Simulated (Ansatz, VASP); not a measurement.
One calculation of C, two programs

```
CELL_PARAMETERS angstrom
2.49731 0.00000 0.00000
-1.24865 2.16273 0.00000
0.00000 0.00000 16.50980
ATOMIC_POSITIONS crystal
C 0.83333 0.16667 0.50001
C 0.16667 0.83333 0.49999
```

Alike in both runs: functional LDA; k mesh 14 × 14 × 1; occupations fermi-dirac, width 0.02 eV; no spin polarisation.

Ansatz relaxed the structure, and its values are those at the end. VASP's run is a single point on that final structure, the one shown.

|  | VASP | Ansatz |
| --- | --- | --- |
| version | VASP 6.6.1 | Ansatz 0.2.0 |
| potentials or method | VASP PAW LDA potentials, release 64 (C) | PAW with Ansatz's default frozen-core files, scalar-relativistic |
| plane-wave cutoff (eV) | 520 | 420 |
| valence electrons in the cell | 8 | 8 |

|  | VASP | Ansatz | Ansatz less VASP |
| --- | --- | --- | --- |
| gap on the k mesh at the Fermi level (eV) | 1.17 | 1.17 | 0.000 |

Ansatz warned: «stress_scf_threshold_loose».
